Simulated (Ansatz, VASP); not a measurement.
# Ge3Se4: VASP beside Ansatz

Contents of INCAR:

```
SYSTEM = Ge3Se4
ALGO = Fast
EDIFF = 1E-6
EDIFFG = -0.04
ENCUT = 600
GGA = PE
IBRION = 2
ISIF = 3
ISMEAR = 0
LASPH = .TRUE.
LCHARG = .FALSE.
LREAL = .FALSE.
LWAVE = .FALSE.
NELM = 60
NSW = 90
PREC = Accurate
SIGMA = 0.1
```

File KPOINTS:

```
k-points
0
G
  4 4 4
  0 0 0
```

File POSCAR:

```
Ge3Se4
1.0
    5.6116568800      0.0000000000      0.0000000000
    0.0000000000      5.6116568800      0.0000000000
    0.0000000000      0.0000000000      5.6116568800
Ge Se
3 4
Direct
    0.0000000000      0.5000000000      0.5000000000
    0.5000000000      0.0000000000      0.5000000000
    0.5000000000      0.5000000000      0.0000000000
    0.5000000000      0.0000000000      0.0000000000
    0.0000000000      0.5000000000      0.0000000000
    0.0000000000      0.0000000000      0.5000000000
    0.0000000000      0.0000000000      0.0000000000
```

Input for Ansatz:

```yaml
crystal:
  lattice:
    - [5.61165688, 0.0, 0.0]
    - [0.0, 5.61165688, 0.0]
    - [0.0, 0.0, 5.61165688]
  atoms:
    - { symbol: Ge, position: [0.0, 0.5, 0.5] }
    - { symbol: Ge, position: [0.5, 0.0, 0.5] }
    - { symbol: Ge, position: [0.5, 0.5, 0.0] }
    - { symbol: Se, position: [0.5, 0.0, 0.0] }
    - { symbol: Se, position: [0.0, 0.5, 0.0] }
    - { symbol: Se, position: [0.0, 0.0, 0.5] }
    - { symbol: Se, position: [0.0, 0.0, 0.0] }
basis:
  ecutwfc: 420
kpoints:
  mp_grid: { grid: [4, 4, 4] }
hamiltonian:
  xc: pbe
scf:
  occupations: { method: gaussian, width: 0.1 }
  lower_state_search: "off"
output:
  forces: true
  stress: true
  eigenvalues: true
relax:
  adjacent_minimum: "off"
  f_tol: 0.04
  max_steps: 70
  cell: { stress_tol: 0.4 }
```

Alike in both runs: task relaxation of cell and atoms; functional PBE; k mesh 4 × 4 × 4; occupations gaussian, width 0.1 eV; no spin polarisation.

```csv
,VASP,Ansatz
version,VASP 6.6.1,Ansatz 0.2.0
potentials or method,"VASP PAW PBE potentials, release 64 (Ge_d, Se)","scalar-relativistic, plane waves, PAW"
plane-wave cutoff (eV),600,420
valence electrons in the cell,66,106
```

VASP gave:

- gap on the k mesh at the Fermi level, each at its own relaxed structure (eV): none
- relaxed volume (Å³/atom): 25.41
- relaxed cell length with the largest relative difference (Å): 5.624

Task: What did Ansatz give for the same quantities?

Result: gap on the k mesh at the Fermi level, each at its own relaxed structure (eV): none; relaxed volume (Å³/atom): 25.25; relaxed cell length with the largest relative difference (Å): 5.612.

A gap of «none» marks a metal or a gap that the smearing closes. The two sets of potentials don't hold the same shells in valence.
